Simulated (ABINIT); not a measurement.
Crystal: MoP.

```xyz
2
Lattice="3.2230 0.0000 0.0000 -1.6115 2.7912 0.0000 0.0000 0.0000 3.1910" Properties=species:S:1:pos:R:3 pbc="T T T"
Mo    0.0000    0.0000    0.0000
P     0.0000    1.8608    1.5955
```

Base run:

```yaml
Program: ABINIT 10.8.3 (patched build)
Functional: WC
Potentials_or_basis: JTH PAW PBE v2.0
Cutoff: 544 eV
k_mesh: 10 × 10 × 8
Occupations: fermi-dirac, width 0.05 eV
Spin: no spin polarisation
```

Its results: band gap on the k mesh none (metal or under the smearing width); pressure -1.8 GPa.

Problem. After a change of settings the same cell gave: band gap on the k mesh none (metal or under the smearing width); pressure -7.4 GPa. Which change was it?
A. functional from WC to PBEsol; k mesh from 10 × 10 × 8 to 6 × 6 × 5
B. functional from WC to BP86
C. functional from WC to LDA; potentials or basis from JTH PAW PBE v2.0 to PseudoDojo NC SR LDA v0.4.1 standard; cutoff from 544 eV to 1088 eV
D. functional from WC to PBEsol; potentials or basis from JTH PAW PBE v2.0 to PseudoDojo NC SR PBEsol v0.4.1 standard; cutoff from 544 eV to 1088 eV

Solution. C.

Caveats: the PAW data sets were made with another functional, which shifts forces and pressure a little (some runs).

Runs at the PBE level aren't shown here.
